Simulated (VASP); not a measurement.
WSe2: phonons with LDA

Crystal: WSe2.

```
CELL_PARAMETERS angstrom
3.25510 0.00000 0.00000
-1.62755 2.81900 0.00000
0.00000 0.00000 12.82231
ATOMIC_POSITIONS crystal
W 0.33333 0.66667 0.25000
W 0.66667 0.33333 0.75000
Se 0.33333 0.66667 0.61973
Se 0.66667 0.33333 0.11973
Se 0.33333 0.66667 0.88027
Se 0.66667 0.33333 0.38027
```

```yaml
Program: VASP 6.6.1
Task: phonons
Functional: LDA
Potentials_or_basis: VASP PAW LDA potentials, release 64 (W_sv, Se)
Cutoff: 600 eV
k_mesh: 9 × 9 × 2
Occupations: gaussian, width 0.03 eV
Spin: no spin polarisation
By_perturbation_theory: no
Further_INCAR_settings: ALGO = Normal; EDIFF = 1e-08; IBRION = 6; POTIM = 0.015; NSW = 1
```

```yaml
Highest_phonon_frequency_at_Γ_LO-TO_splitting_left_out: 309 cm⁻¹
```

Phonon frequencies in cm⁻¹ (negative: imaginary):
```
              q point                                                     frequencies
(0.000, 0.000, 0.000)  0 0 0 25 25 38 174 174 176 176 247 247 248 248 249 252 307 309
```

Run time: 13 min on 2 MPI ranks on Intel(R) Xeon(R) Platinum 8488C (Sapphire Rapids) (shared host), peak memory 0.61 GiB a rank.

The run has no spin-orbit coupling, so splittings on W are missing.
